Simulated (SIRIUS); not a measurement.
The system is Sn.

```xyz
2
Lattice="-1.6348 1.8025 -2.2947 -1.7557 1.7419 2.3379 3.3184 3.4742 -0.1354" Properties=species:S:1:pos:R:3 pbc="T T T"
Sn   -0.0059    0.0110    0.0034
Sn   -0.0302    3.4984   -0.0495
```

This isn't the form of Sn at room conditions, which is tetragonal (white tin).

The cell isn't the ideal one: all atoms moved at random.

Program: SIRIUS 7.10.0. Alike in all runs: task single point; potentials or basis PseudoDojo 0.4.1 PBE standard (scalar relativistic); no spin polarisation; cell all atoms moved at random; k mesh 4 × 4 × 3; cutoff (eV) 983; smearing fermi-dirac 0.05 eV; the mesh is coarse, so values aren't converged.

Problem. Order these runs on this cell by their pressure, lowest first.
A. level RPBE
B. level BLYP
C. level PBEsol
D. level GAM

Solution. C (-1.7 GPa), D (0.5 GPa), A (2.2 GPa), B (6.0 GPa).

Caveats: all runs use coarse meshes; the potentials were made for another functional, which shifts forces and pressure.
